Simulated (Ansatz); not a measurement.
# GaAs: the cell at several levels of theory, part 2 of 2

The system is GaAs, CsCl type, a generated structure that needn't be the ground state.

Ansatz 0.2.0, plane waves.

## 3. Relaxation with r2SCAN

Start: the result of step 2.

File input.yaml:

```yaml
crystal:
  lattice:
    - [3.3629843971, 0.0, 0.0]
    - [0.0, 3.3629843971, 0.0]
    - [0.0, 0.0, 3.3629843971]
  atoms:
    - { symbol: Ga, position: [0.0, 0.0, 0.0] }
    - { symbol: As, position: [0.5, 0.5, 0.5] }
kpoints:
  mp_grid: { grid: [8, 8, 8] }
hamiltonian:
  xc: r2scan
scf:
  occupations: { method: fermi_dirac, width: 0.02 }
relax:
  f_tol: 0.005
  cell: {}
```

Command:

```
$ ansatz run input.yaml --threads 2 --pin off --max-ram 2211MiB --backend cpu --events-out ev --progress --plain --runs-dir out
```

The program printed:

```text
Warning: RAYON_NUM_THREADS=2 ignored (pool sized by the plan → 2); use --threads N
Engine: ansatz 0.2.0, aarch64-unknown-linux-gnu
Pseudopotentials: kind: paw
Pseudopotential: Ga, paw, valence charge 13, recommended cutoff 500 eV (meta_gga), Ga.paw.azcp
Pseudopotential: As, paw, valence charge 15, recommended cutoff 500 eV (meta_gga), As.paw.azcp
Functional definition: r2SCAN
  parameter k0 = 0.174
  parameter k1 = 0.065
  parameter a1 = 4.9479
  exchange = r2scan_x(k0 = k0, k1 = k1, a1 = a1)
  correlation = r2scan_c
Crystal: 2 atoms, lattice volume = 38.034 Å³
Basis set: ecut = 500 eV, 949 PW (Γ), exchange–correlation on 100×100×100 points (64 copies of the dense FFT grid, shifted against one another)
Bands: 18, of which v1, the nominal top of the filled ones, is band 14 counted from 1 (13 counted from 0)
Symmetry: 48 space group operations
Space group: Pm-3m (ITA 221), of the structure as read, at distance tolerance 3.4e-5 Å
k-points: 35 of 512
Non-local potential: Ga, projectors of the file, l = 0: 2, l = 1: 2, l = 2: 3, l = 3: 1
Non-local potential: As, projectors of the file, l = 0: 2, l = 1: 2, l = 2: 3, l = 3: 1
PAW form: soft (Blöchl's): semilocal exchange-correlation on the pseudo side does not see the compensation charge
PAW frozen core: Ga, regenerated for the run's functional (the file was generated under x = pbe(κ = 0.804, μ = 0.2195149727645171), c = pbe(β = 0.06672455060314922))
PAW frozen core: As, regenerated for the run's functional (the file was generated under x = pbe(κ = 0.804, μ = 0.2195149727645171), c = pbe(β = 0.06672455060314922))
PAW one-centre angular grid: Ga, 590 points (default); XC on 160 Gauss nodes
PAW one-centre angular grid: As, 590 points (default); XC on 160 Gauss nodes
Initial density: superposition of atomic densities (neutral atoms: chi_scale 0, normalization atom), corrected by the library's trained network
Initial wavefunctions: pseudopotential atomic-orbital guess
Functional: x = r2scan, c = r2scan; τ floored in thin density (d = 2e-4 eV/Å³)
SCF iter   1: F=—  HF=-8654.156948 eV  |F-HF|=—  |Δ(HF+E_count)|=         —  Δρ=9.20e-3  dr2=1.60e-2  dr2_τ=6.69e-4  ethr=1.77e-3  ⟨swp⟩=5.5  Hψ=6239  notcnv=0  defer=1
automatic band count: the SCF goes on with 22 bands, as 18 were too few: the levels above may hold too much charge
preconditioner: auto → none  [insulator: Δε(μ)=0.100 eV  Ē_g=19.841 eV  σ=0.020 eV  W_gap=0.56  n_scr=6 (ndim 8)  ℏωp=25.5 eV  f_vac=0.000  D(μ)=1.34/eV (n_scr^D=6)  ε∞_Penn≈2.7]
SCF iter   2: F=—  HF=-8654.173791 eV  |F-HF|=—  |Δ(HF+E_count)|=   1.68e-2  Δρ=2.07e-3  dr2=1.18e-3  dr2_τ=4.48e-5  ethr=5.72e-5  ⟨swp⟩=2.4  Hψ=1751  notcnv=0  defer=83
SCF iter   3: F=—  HF=-8654.174823 eV  |F-HF|=—  |Δ(HF+E_count)|=   1.03e-3  Δρ=1.42e-3  dr2=3.21e-4  dr2_τ=6.94e-6  ethr=4.21e-6  ⟨swp⟩=2.0  Hψ=1199  notcnv=0  defer=83
SCF iter   4: F=—  HF=-8654.175185 eV  |F-HF|=—  |Δ(HF+E_count)|=   3.63e-4  Δρ=3.38e-4  dr2=3.77e-5  dr2_τ=6.60e-7  ethr=1.15e-6  ⟨swp⟩=2.0  Hψ=1169  notcnv=0  defer=83
SCF iter   5: F=—  HF=-8654.175224 eV  |F-HF|=—  |Δ(HF+E_count)|=   3.84e-5  Δρ=8.24e-5  dr2=1.86e-6  dr2_τ=2.05e-8  ethr=1.35e-7  ⟨swp⟩=2.1  Hψ=1024  notcnv=0  defer=83
SCF iter   6: F=—  HF=-8654.175227 eV  |F-HF|=—  |Δ(HF+E_count)|=   3.19e-6  Δρ=2.57e-5  dr2=2.41e-7  dr2_τ=1.84e-9  ethr=6.65e-9  ⟨swp⟩=2.1  Hψ=855  notcnv=0  defer=83
SCF iter   7: F=—  HF=-8654.175227 eV  |F-HF|=—  |Δ(HF+E_count)|=   4.94e-7  Δρ=1.68e-5  dr2=1.82e-7  dr2_τ=1.95e-9  ethr=3.57e-10  ⟨swp⟩=4.0  Hψ=2218  notcnv=0
SCF iter   8: F=-8654.175227 eV  HF=-8654.175227 eV  |F-HF|=2.99e-9  |Δ(HF+E_count)|=  6.04e-10  Δρ=3.51e-6  dr2=7.54e-9  dr2_τ=1.54e-11  ethr=3.57e-10  ⟨swp⟩=2.3  Hψ=2250  notcnv=0
SCF 1 converged in 8 iterations: F = -8654.175227 eV  dr2 = 7.54e-9
relax step   1: F+E_penalty+E_count = -8654.17522745 eV  Δ(F+E_penalty+E_count) = +0.000e0 eV  max|allowed force component| = 7.626e-30 eV/Å  Δτ_max = 0.0000 Å  P = -1.944 GPa  Ω = 38.034 Å³  (8 SCF iters, dr2 threshold 1.00e-7 eV, accepted)
Crystal: 2 atoms, lattice volume = 36.456 Å³
Basis set: ecut = 500 eV, 925 PW (Γ), exchange–correlation on 100×100×100 points (64 copies of the dense FFT grid, shifted against one another)
Bands: 22, of which v1, the nominal top of the filled ones, is band 14 counted from 1 (13 counted from 0)
Initial density: handed on by an earlier stage of this run
Initial wavefunctions: those handed on with the density
iter 1 solved again at ethr=2.42e-6 eV; its pass at ethr=3.10e-3 eV (dr2=6.79e-4 eV) is discarded
SCF iter   1: F=—  HF=-8654.163182 eV  |F-HF|=—  |Δ(HF+E_count)|=         —  Δρ=1.20e-3  dr2=6.73e-4  dr2_τ=2.98e-3  ethr=2.42e-6  ⟨swp⟩=1.9  Hψ=4406  notcnv=0
preconditioner: auto → none  [insulator: Δε(μ)=0.125 eV  Ē_g=20.077 eV  σ=0.020 eV  W_gap=0.72  n_scr=6 (ndim 8)  ℏωp=26.1 eV  f_vac=0.000  D(μ)=1.68/eV (n_scr^D=18)  ε∞_Penn≈2.7]
SCF iter   2: F=—  HF=-8654.182053 eV  |F-HF|=—  |Δ(HF+E_count)|=   1.89e-2  Δρ=1.47e-3  dr2=1.21e-3  dr2_τ=1.43e-5  ethr=2.40e-6  ⟨swp⟩=2.1  Hψ=1367  notcnv=0
SCF iter   3: F=—  HF=-8654.181847 eV  |F-HF|=—  |Δ(HF+E_count)|=   2.06e-4  Δρ=1.12e-3  dr2=4.76e-4  dr2_τ=2.27e-6  ethr=2.40e-6  ⟨swp⟩=2.0  Hψ=874  notcnv=0
SCF iter   4: F=—  HF=-8654.181803 eV  |F-HF|=—  |Δ(HF+E_count)|=   4.35e-5  Δρ=8.12e-4  dr2=1.65e-4  dr2_τ=1.11e-6  ethr=1.70e-6  ⟨swp⟩=1.1  Hψ=784  notcnv=0
SCF iter   5: F=—  HF=-8654.181804 eV  |F-HF|=—  |Δ(HF+E_count)|=   9.09e-7  Δρ=6.03e-4  dr2=6.30e-5  dr2_τ=9.44e-7  ethr=5.89e-7  ⟨swp⟩=2.0  Hψ=1014  notcnv=0
SCF iter   6: F=—  HF=-8654.182001 eV  |F-HF|=—  |Δ(HF+E_count)|=   1.97e-4  Δρ=1.26e-3  dr2=1.06e-3  dr2_τ=7.02e-6  ethr=2.25e-7  ⟨swp⟩=2.4  Hψ=1479  notcnv=0  recentre
SCF iter   7: F=—  HF=-8654.181831 eV  |F-HF|=—  |Δ(HF+E_count)|=   1.70e-4  Δρ=4.20e-4  dr2=1.20e-4  dr2_τ=7.81e-7  ethr=2.25e-7  ⟨swp⟩=2.3  Hψ=1276  notcnv=0
SCF iter   8: F=—  HF=-8654.181819 eV  |F-HF|=—  |Δ(HF+E_count)|=   1.27e-5  Δρ=2.45e-4  dr2=3.84e-5  dr2_τ=2.41e-7  ethr=2.25e-7  ⟨swp⟩=1.6  Hψ=826  notcnv=0
SCF iter   9: F=—  HF=-8654.181815 eV  |F-HF|=—  |Δ(HF+E_count)|=   3.31e-6  Δρ=1.37e-4  dr2=1.18e-5  dr2_τ=7.64e-8  ethr=1.37e-7  ⟨swp⟩=1.1  Hψ=768  notcnv=0
SCF iter  10: F=-8654.181814 eV  HF=-8654.181814 eV  |F-HF|=1.65e-9  |Δ(HF+E_count)|=   1.23e-6  Δρ=2.31e-6  dr2=9.87e-10  dr2_τ=3.85e-11  ethr=7.14e-10  ⟨swp⟩=3.0  Hψ=2719  notcnv=0
SCF 2 converged in 10 iterations: F = -8654.181814 eV  dr2 = 9.87e-10
relax step   2: F+E_penalty+E_count = -8654.18181413 eV  Δ(F+E_penalty+E_count) = -6.587e-3 eV  max|allowed force component| = 5.095e-31 eV/Å  Δτ_max = 0.0000 Å  P = +0.820 GPa  Ω = 36.456 Å³  energy of the carried Pulay correction = +4.219e-4 eV  (10 SCF iters, dr2 threshold 2.00e-7 eV, accepted)
Crystal: 2 atoms, lattice volume = 36.911 Å³
iter 1 solved again at ethr=1.60e-7 eV; its pass at ethr=3.10e-3 eV (dr2=4.49e-5 eV) is discarded
SCF iter   1: F=—  HF=-8654.180884 eV  |F-HF|=—  |Δ(HF+E_count)|=         —  Δρ=3.55e-4  dr2=5.35e-5  dr2_τ=2.64e-4  ethr=1.60e-7  ⟨swp⟩=2.1  Hψ=4225  notcnv=0
preconditioner: auto → none  [insulator: Δε(μ)=0.120 eV  Ē_g=19.959 eV  σ=0.020 eV  W_gap=0.73  n_scr=6 (ndim 8)  ℏωp=25.9 eV  f_vac=0.000  D(μ)=1.67/eV (n_scr^D=18)  ε∞_Penn≈2.7]
SCF iter   2: F=—  HF=-8654.182798 eV  |F-HF|=—  |Δ(HF+E_count)|=   1.91e-3  Δρ=4.79e-4  dr2=1.30e-4  dr2_τ=1.44e-6  ethr=1.60e-7  ⟨swp⟩=2.0  Hψ=1365  notcnv=0  recentre
SCF iter   3: F=—  HF=-8654.182771 eV  |F-HF|=—  |Δ(HF+E_count)|=   2.70e-5  Δρ=3.70e-4  dr2=4.34e-5  dr2_τ=4.10e-7  ethr=1.60e-7  ⟨swp⟩=2.1  Hψ=922  notcnv=0
SCF iter   4: F=—  HF=-8654.182769 eV  |F-HF|=—  |Δ(HF+E_count)|=   1.91e-6  Δρ=2.62e-4  dr2=1.82e-5  dr2_τ=9.28e-8  ethr=1.55e-7  ⟨swp⟩=1.0  Hψ=770  notcnv=0
SCF iter   5: F=—  HF=-8654.182769 eV  |F-HF|=—  |Δ(HF+E_count)|=   1.61e-7  Δρ=1.69e-4  dr2=5.38e-6  dr2_τ=7.12e-8  ethr=6.50e-8  ⟨swp⟩=1.4  Hψ=789  notcnv=0
SCF iter   6: F=—  HF=-8654.182796 eV  |F-HF|=—  |Δ(HF+E_count)|=   2.71e-5  Δρ=4.21e-4  dr2=1.22e-4  dr2_τ=8.50e-7  ethr=1.92e-8  ⟨swp⟩=2.8  Hψ=1395  notcnv=0  recentre
SCF iter   7: F=—  HF=-8654.182775 eV  |F-HF|=—  |Δ(HF+E_count)|=   2.10e-5  Δρ=2.00e-4  dr2=2.67e-5  dr2_τ=1.83e-7  ethr=1.92e-8  ⟨swp⟩=2.2  Hψ=990  notcnv=0
SCF iter   8: F=—  HF=-8654.182772 eV  |F-HF|=—  |Δ(HF+E_count)|=   3.02e-6  Δρ=1.22e-4  dr2=9.90e-6  dr2_τ=1.33e-8  ethr=1.92e-8  ⟨swp⟩=2.0  Hψ=897  notcnv=0
SCF iter   9: F=—  HF=-8654.182771 eV  |F-HF|=—  |Δ(HF+E_count)|=   1.29e-6  Δρ=6.80e-5  dr2=3.07e-6  dr2_τ=8.77e-9  ethr=1.92e-8  ⟨swp⟩=1.3  Hψ=785  notcnv=0
SCF iter  10: F=-8654.182770 eV  HF=-8654.182770 eV  |F-HF|=5.30e-8  |Δ(HF+E_count)|=   5.67e-7  Δρ=1.20e-5  dr2=9.71e-8  dr2_τ=1.54e-10  ethr=7.14e-10  ⟨swp⟩=2.7  Hψ=2346  notcnv=0
SCF 3 converged in 10 iterations: F = -8654.182770 eV  dr2 = 9.71e-8
relax step   3: F+E_penalty+E_count = -8654.18277009 eV  Δ(F+E_penalty+E_count) = -9.560e-4 eV  max|allowed force component| = 9.861e-32 eV/Å  Δτ_max = 0.0000 Å  P = -0.048 GPa  Ω = 36.911 Å³  energy of the carried Pulay correction = +2.986e-4 eV  (10 SCF iters, dr2 threshold 2.00e-7 eV, accepted)
Initial wavefunctions: pseudopotential atomic-orbital guess (no wavefunctions were taken with the density)
iter 1 solved again at ethr=4.77e-8 eV; its pass at ethr=3.10e-3 eV (dr2=1.34e-5 eV) is discarded
SCF iter   1: F=—  HF=-8654.182495 eV  |F-HF|=—  |Δ(HF+E_count)|=         —  Δρ=3.48e-5  dr2=2.55e-7  dr2_τ=9.45e-8  ethr=4.77e-8  ⟨swp⟩=3.0  Hψ=5290  notcnv=0
preconditioner: auto → none  [insulator: Δε(μ)=0.131 eV  Ē_g=19.964 eV  σ=0.020 eV  W_gap=0.77  n_scr=6 (ndim 8)  ℏωp=25.9 eV  f_vac=0.000  D(μ)=1.68/eV (n_scr^D=18)  ε∞_Penn≈2.7]
SCF iter   2: F=—  HF=-8654.182496 eV  |F-HF|=—  |Δ(HF+E_count)|=   3.85e-7  Δρ=1.99e-5  dr2=5.75e-8  dr2_τ=3.96e-9  ethr=9.11e-10  ⟨swp⟩=2.0  Hψ=1089  notcnv=0
SCF iter   3: F=—  HF=-8654.182496 eV  |F-HF|=—  |Δ(HF+E_count)|=   4.87e-8  Δρ=3.16e-6  dr2=1.57e-9  dr2_τ=1.83e-10  ethr=2.05e-10  ⟨swp⟩=2.0  Hψ=900  notcnv=0
SCF iter   4: F=—  HF=-8654.182496 eV  |F-HF|=—  |Δ(HF+E_count)|=   2.35e-9  Δρ=1.92e-6  dr2=5.12e-10  dr2_τ=1.34e-11  ethr=5.61e-12  ⟨swp⟩=2.0  Hψ=1266  notcnv=0
SCF iter   5: F=—  HF=-8654.182496 eV  |F-HF|=—  |Δ(HF+E_count)|=  2.55e-10  Δρ=4.13e-7  dr2=6.86e-11  dr2_τ=9.42e-13  ethr=1.83e-12  ⟨swp⟩=2.0  Hψ=1091  notcnv=0
SCF iter   6: F=-8654.182496 eV  HF=-8654.182496 eV  |F-HF|=1.82e-12  |Δ(HF+E_count)|=  3.09e-11  Δρ=1.20e-7  dr2=6.44e-12  dr2_τ=6.93e-14  ethr=1.00e-12  ⟨swp⟩=5.0  Hψ=2632  notcnv=0
SCF 4 converged in 6 iterations: F = -8654.182496 eV  dr2 = 6.44e-12
relax step   4: F+E_penalty+E_count = -8654.18249591 eV  Δ(F+E_penalty+E_count) = +2.742e-4 eV  max|allowed force component| = 2.630e-31 eV/Å  Δτ_max = 0.0000 Å  P = -0.055 GPa  Ω = 36.911 Å³  stress off target by 5.50e-2 GPa  SCF on the basis re-selected at this cell (its energy is not comparable with the rows above)  (6 SCF iters)
basis re-selected at this cell: Δ(F+E_penalty+E_count) = +2.742e-4 eV, ΔP = -0.007 GPa vs the last step (what re-selecting the basis moved, of the pressure what is left beyond the Pulay correction that the steps carried, after the strain that the cell walked since its last selection, with what the two solves' SCF thresholds leave and, on support functions, any second-order correction that the steps lacked; it is no measure of the basis error at this ecutwfc). This SCF's stress stands 5.50e-2 GPa from its target on what of the cell is left free (relax.cell.stress_tol is 5.00e-2 GPa) and its largest allowed force component is 2.63e-31 eV/Å (relax.f_tol is 5.00e-3 eV/Å): not within both, so this SCF does not close the relaxation
Crystal: 2 atoms, lattice volume = 36.882 Å³
iter 1 solved again at ethr=5.81e-10 eV; its pass at ethr=3.10e-3 eV (dr2=1.63e-7 eV) is discarded
SCF iter   1: F=—  HF=-8654.182501 eV  |F-HF|=—  |Δ(HF+E_count)|=         —  Δρ=2.23e-5  dr2=2.01e-7  dr2_τ=1.06e-6  ethr=5.81e-10  ⟨swp⟩=2.1  Hψ=4067  notcnv=0
preconditioner: auto → none  [insulator: Δε(μ)=0.130 eV  Ē_g=19.970 eV  σ=0.020 eV  W_gap=0.77  n_scr=6 (ndim 8)  ℏωp=25.9 eV  f_vac=0.000  D(μ)=1.68/eV (n_scr^D=18)  ε∞_Penn≈2.7]
SCF iter   2: F=—  HF=-8654.182509 eV  |F-HF|=—  |Δ(HF+E_count)|=   7.54e-6  Δρ=3.01e-5  dr2=5.06e-7  dr2_τ=5.50e-9  ethr=5.81e-10  ⟨swp⟩=2.0  Hψ=1093  notcnv=0  recentre
SCF iter   3: F=—  HF=-8654.182509 eV  |F-HF|=—  |Δ(HF+E_count)|=   9.24e-8  Δρ=2.22e-5  dr2=1.83e-7  dr2_τ=1.14e-9  ethr=5.81e-10  ⟨swp⟩=2.0  Hψ=886  notcnv=0
SCF iter   4: F=—  HF=-8654.182509 eV  |F-HF|=—  |Δ(HF+E_count)|=   2.17e-8  Δρ=1.34e-5  dr2=4.73e-8  dr2_τ=8.42e-10  ethr=5.81e-10  ⟨swp⟩=2.0  Hψ=1091  notcnv=0
SCF iter   5: F=—  HF=-8654.182509 eV  |F-HF|=—  |Δ(HF+E_count)|=   8.36e-9  Δρ=1.46e-5  dr2=1.22e-7  dr2_τ=6.18e-10  ethr=1.69e-10  ⟨swp⟩=2.0  Hψ=1103  notcnv=0
SCF iter   6: F=—  HF=-8654.182509 eV  |F-HF|=—  |Δ(HF+E_count)|=   1.69e-8  Δρ=7.36e-6  dr2=3.41e-8  dr2_τ=1.30e-10  ethr=1.69e-10  ⟨swp⟩=2.3  Hψ=952  notcnv=0
SCF iter   7: F=—  HF=-8654.182509 eV  |F-HF|=—  |Δ(HF+E_count)|=   4.80e-9  Δρ=3.97e-6  dr2=1.03e-8  dr2_τ=5.29e-11  ethr=1.22e-10  ⟨swp⟩=1.0  Hψ=771  notcnv=0
SCF iter   8: F=-8654.182509 eV  HF=-8654.182509 eV  |F-HF|=8.79e-10  |Δ(HF+E_count)|=   1.62e-9  Δρ=1.56e-6  dr2=1.59e-9  dr2_τ=8.52e-12  ethr=2.70e-11  ⟨swp⟩=3.5  Hψ=1734  notcnv=0
SCF 5 converged in 8 iterations: F = -8654.182509 eV  dr2 = 1.59e-9
relax step   5: F+E_penalty+E_count = -8654.18250889 eV  Δ(F+E_penalty+E_count) = -1.298e-5 eV  max|allowed force component| = 3.123e-31 eV/Å  Δτ_max = 0.0000 Å  P = -0.001 GPa  Ω = 36.882 Å³  energy of the carried Pulay correction = +7.870e-6 eV  (8 SCF iters, dr2 threshold 7.56e-9 eV, accepted)
iter 1 solved again at ethr=5.43e-8 eV; its pass at ethr=3.10e-3 eV (dr2=1.52e-5 eV) is discarded
SCF iter   1: F=—  HF=-8654.182505 eV  |F-HF|=—  |Δ(HF+E_count)|=         —  Δρ=2.32e-6  dr2=1.89e-9  dr2_τ=8.33e-11  ethr=5.43e-8  ⟨swp⟩=2.9  Hψ=5286  notcnv=0
eigensolver tolerance schedule: the retry pair's looser diagonalisation over-reported the residual by 8035.54 of it (diagonalisation noise at 0.16 of the residual, at the tolerance the schedule requests for it); recorded, not acted on — ethr = c·dr2/N_el stays at c = 1.0e-1
preconditioner: auto → none  [insulator: Δε(μ)=0.129 eV  Ē_g=19.970 eV  σ=0.020 eV  W_gap=0.77  n_scr=6 (ndim 8)  ℏωp=25.9 eV  f_vac=0.000  D(μ)=1.68/eV (n_scr^D=18)  ε∞_Penn≈2.7]
SCF iter   2: F=—  HF=-8654.182501 eV  |F-HF|=—  |Δ(HF+E_count)|=   3.36e-6  Δρ=7.13e-7  dr2=1.04e-10  dr2_τ=7.43e-12  ethr=6.75e-12  ⟨swp⟩=2.1  Hψ=1162  notcnv=0
SCF iter   3: F=—  HF=-8654.182501 eV  |F-HF|=—  |Δ(HF+E_count)|=  6.00e-11  Δρ=2.96e-7  dr2=2.37e-11  dr2_τ=8.02e-13  ethr=1.00e-12  ⟨swp⟩=5.0  Hψ=2790  notcnv=0
SCF iter   4: F=-8654.182501 eV  HF=-8654.182501 eV  |F-HF|=3.64e-12  |Δ(HF+E_count)|=  1.46e-11  Δρ=1.01e-7  dr2=1.71e-12  dr2_τ=5.74e-14  ethr=1.00e-12  ⟨swp⟩=4.8  Hψ=2495  notcnv=0
SCF 6 converged in 4 iterations: F = -8654.182501 eV  dr2 = 1.71e-12
relax step   6: F+E_penalty+E_count = -8654.18250148 eV  Δ(F+E_penalty+E_count) = +7.413e-6 eV  max|allowed force component| = 3.451e-31 eV/Å  Δτ_max = 0.0000 Å  P = -0.001 GPa  Ω = 36.882 Å³  stress off target by 1.41e-3 GPa  SCF on the basis re-selected at this cell (its energy is not comparable with the rows above)  (4 SCF iters)
basis re-selected at this cell: Δ(F+E_penalty+E_count) = +7.413e-6 eV, ΔP = -0.000 GPa vs the last step (what re-selecting the basis moved, of the pressure what is left beyond the Pulay correction that the steps carried, after the strain that the cell walked since its last selection, with what the two solves' SCF thresholds leave and, on support functions, any second-order correction that the steps lacked; it is no measure of the basis error at this ecutwfc). This SCF's stress stands 1.41e-3 GPa from its target on what of the cell is left free (relax.cell.stress_tol is 5.00e-2 GPa) and its largest allowed force component is 3.45e-31 eV/Å (relax.f_tol is 5.00e-3 eV/Å): within both
SCF converged after 4 iterations
Free energy (F): -8654.182501 eV
Harris-Foulkes:  -8654.182501 eV  (|F-HF|=3.64e-12)
Internal energy: -8654.180397 eV  (E = F + TS)
E sigma→0 (E₀):  -8654.181449 eV
Entropy (-TS):   -0.002104 eV (-1.052 meV/atom)
Fermi energy:    11.434357 eV
--- Per-component energies (eV) ---
  E_band       = -249.867769
  E_kinetic    = 216.726455
  E_local      = -3202.804688  (includes V_loc(G=0)·N_el)
  E_nonlocal   = -245.404087
  E_hartree    = 1658.461614
  E_xc         = -136.435604
  E_vxc        = -144.083583  (∫ρ·V_xc dr)
  E_paw        = -3848.154789  (= ΣΔE_a)
  E_vpaw       = -199.036968  (= ΣTr[D̂ρ^β])
  E_aug_tail   = -0.000049  (compensation charges beyond the density's cutoff)
  E_vtau       = 7.811864  (kinetic-family band-sum trace: ∫τ·v_τ [+ j·A + Jᵃ·Aᵃ] dr)
  E_ewald      = -3094.458772
  E_core_change = -2.110478  (= ΣΔE_core)
  E_smearing   = -0.002104  (= −TS)
  E_closure    = 0.000000  (closes the sum)
  Σ components = -8654.182501   (vs F -8654.182501, Δ=0.00e0)
--- Forces (eV/Å), atoms counted from 1 ---
  atom   1  Ga    -0.00000000    -0.00000000     0.00000000
  atom   2  As     0.00000000     0.00000000    -0.00000000
  max |Σ_I F_I| component: 3.62e-31 eV/Å
--- Stress (GPa, compression-positive) ---
       -0.001413      -0.000000      -0.000000
       -0.000000      -0.001413      -0.000000
       -0.000000      -0.000000      -0.001413
  P = ⅓ Tr σ = -0.0014 GPa (-0.014 kbar)
--- Relaxed structure (4 steps of the walk, 4 accepted, 2 SCFs on fresh bases) ---
  F+E_penalty+E_count = -8654.18250148 eV   max|allowed force component| = 3.451e-31 eV/Å   (the final SCF, on the basis selected at the relaxed cell)
  cell:  # Å, volume = 36.8818 Å³
    - [3.328668712691241, -5.296307347064899e-34, -1.2839532962581572e-34]
    - [-7.864213939581212e-34, 3.328668712691241, 6.419766481290786e-35]
    - [0.0, 6.419766481290786e-35, 3.328668712691241]
  atoms:
    - { symbol: Ga, position: [-2.405276032027309e-33, 1.0308325851545546e-33, -1.1453695390606115e-34] }
    - { symbol: As, position: [0.5, 0.5, 0.5] }
```

It took 14 s on 2 threads of Arm Neoverse V1, shared host; peak memory 0.41 GiB.

Step by step:

```tsv
step	energy change (meV/atom)	largest force (eV/Å)	pressure (GPa)	volume (Å³/atom)
1	0.0	0.0000	-1.94	19.017
2	-3.3	0.0000	0.82	18.228
3	-3.8	0.0000	-0.05	18.455
4	-3.6	0.0000	-0.05	18.455
5	-3.6	0.0000	0.00	18.441
6	-3.6	0.0000	0.00	18.441
```

Step 4 solves the same cell on a plane-wave basis chosen anew, so the energy can jump there without a move.

The table lists every geometry solved, with passes on a fresh basis, whose energies don't compare exactly with the rows above.

|  | before | after | change |
| --- | --- | --- | --- |
| a (Å) | 3.363 | 3.329 | -1.02 % |
| volume (Å³/atom) | 19.017 | 18.441 | -3.03 % |
| shortest distance (Å) | 2.912 | 2.883 | -1.02 % |
| space group | Pm-3m | Pm-3m | same |

## 4. Results

The summary covers parts 1 to 2.

```
 level  a (Å)  volume (Å³/atom)  space group  SCF geometries
   PBE  3.363            19.017        Pm-3m               8
r2SCAN  3.329            18.441        Pm-3m               6
```

**Reading.** From the start to the first minimum the volume moved by +27.5 %. The volume runs from r2SCAN (least) to PBE (most), a spread of 3.1 %, or 1.0 % in length if all axes shared it alike.
